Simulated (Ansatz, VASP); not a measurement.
Given: the input of a run of Ansatz 0.2.0 on Nb.

File input.yaml:

```yaml
crystal:
  lattice:
    - [-1.6527822138, 1.6527822138, 1.6527822138]
    - [1.6527822138, -1.6527822138, 1.6527822138]
    - [1.6527822138, 1.6527822138, -1.6527822138]
  atoms:
    - { symbol: Nb, position: [0.0, 0.0, 0.0] }
kpoints:
  mp_grid: { grid: [11, 11, 11] }
scf:
  occupations: { method: fermi_dirac, width: 0.05 }
hamiltonian:
  xc: pbe
  pseudopotentials: { kind: all_electron, lapw: { basis_error: 0.0005 } }
output:
  forces: true
  stress: true
  eigenvalues: true
```

Potentials or basis: all-electron LAPW, scalar-relativistic.

Command:

```bash
$ ansatz run input.yaml --threads 1 --pin off --max-ram 2560MiB --backend cpu --events-out ev --progress --plain --runs-dir out
```

Problem. Translate it to VASP 6.6.1. Potentials there: VASP PAW PBE potentials, release 64 (Nb_sv).

Solution. As run (the cutoff follows the program's own potentials):

File INCAR:

```
SYSTEM = Nb
PREC     = Accurate       ! precision mode
ENCUT    = 520            ! plane-wave cutoff, eV
EDIFF    = 1E-7           ! SCF threshold, eV
ISMEAR   = -1             ! smearing method
SIGMA    = 0.05           ! smearing width, eV
LREAL    = .FALSE.        ! projectors in reciprocal space
LASPH    = .TRUE.         ! aspherical terms in the spheres
NELM     = 100            ! most SCF steps
ALGO     = Normal         ! electronic algorithm
ISIF     = 2              ! what is computed and relaxed
LWAVE    = .FALSE.        ! write WAVECAR
LCHARG   = .FALSE.        ! write CHGCAR
GGA      = PE             ! functional
NBANDS   = 12             ! bands
```

Contents of KPOINTS:

```
regular mesh
0
G
  11 11 11
  0 0 0
```

POSCAR

```
Nb
1.0
   -1.6527822138      1.6527822138      1.6527822138
    1.6527822138     -1.6527822138      1.6527822138
    1.6527822138      1.6527822138     -1.6527822138
Nb
1
Direct
    0.0000000000      0.0000000000      0.0000000000
```

Potentials or basis: VASP PAW PBE potentials, release 64 (Nb_sv).

Run with:

```console
$ cat potpaw_PBE.64/Nb_sv/POTCAR > POTCAR
$ mpirun -np 1 vasp_std > vasp.out
```

Both were run:

|  | VASP | Ansatz | Ansatz less VASP |
| --- | --- | --- | --- |
| gap on the k mesh at the Fermi level (eV) | none | none | - |
| pressure (GPa) | 1.1 | 1.4 | +0.32 |

A gap of «none» marks a metal or a gap that the smearing closes. Ansatz ran all-electron here, so the differences hold the error of VASP's frozen core and of both bases.
